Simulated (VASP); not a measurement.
Runs of VASP 6.6.1 on C. The structure is cubic, space group Fd-3m (No. 227). Conventional cell: a = 3.567 Å, b = 3.567 Å, c = 3.567 Å, α = 90.00°, β = 90.00°, γ = 90.00°. Around C (site symmetry -43m) lie 4 C at 1.54 Å. This isn't the form of C at room conditions, which is graphite.

```tsv
level	potentials or basis	k mesh	grid for exact exchange (PRECFOCK)	screening parameter	gap on the mesh (eV)	pressure (GPa)
HSE06	VASP PAW PBE potentials, release 64 (C)	8 × 8 × 8	Fast	0.2 1/A	5.30	-7.4
PBEsol	VASP PAW PBE potentials, release 64 (C)	11 × 11 × 11	-	-	(b)	(a)
LDA	VASP PAW LDA potentials, release 64 (C)	11 × 11 × 11	-	-	4.10	-11.6
PBE	VASP PAW PBE potentials, release 64 (C)	11 × 11 × 11	-	-	4.13	(c)
r2SCAN	VASP PAW PBE potentials, release 64 (C)	11 × 11 × 11	-	-	4.32	-1.3
```

Alike in all rows: task single point; no spin polarisation; cell as given; cutoff (eV) 520; smearing fermi-dirac 0.02 eV.

Problem. Fill in the values left out.

Solution. (a) -3.8; (b) 4.00; (c) 2.5.

Caveats: an odd mesh through Γ misses points on the zone boundary, where band edges often lie (some runs); the PAW data sets were made with another functional, which shifts forces and pressure a little (some runs).

Not every run made on this cell is shown here.
